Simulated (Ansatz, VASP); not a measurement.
**Two plane-wave programs on TaSi**

```
CELL_PARAMETERS angstrom
0.00000 2.89494 2.89494
2.89494 0.00000 2.89494
2.89494 2.89494 0.00000
ATOMIC_POSITIONS crystal
Ta 0.00000 0.00000 0.00000
Si 0.25000 0.25000 0.25000
```

Alike in both runs: functional PBE; k mesh 11 × 11 × 11; occupations fermi-dirac, width 0.05 eV; no spin polarisation.

Ansatz relaxed the structure, and its values are those at the end. VASP's run is a single point on that final structure, the one shown.

|  | VASP | Ansatz |
| --- | --- | --- |
| version | VASP 6.6.1 | Ansatz 0.2.0 |
| potentials or method | VASP PAW PBE potentials, release 64 (Ta_pv, Si) | PAW with Ansatz's default frozen-core files, scalar-relativistic |
| plane-wave cutoff (eV) | 520 | 420 |
| valence electrons in the cell | 15 | 17 |

```csv
,VASP,Ansatz,Ansatz less VASP
pressure (GPa),-0.9,-0.9,-0.02
```

The two sets of potentials don't hold the same shells in valence.

Spin-orbit coupling is left out, which matters for the levels of Ta.
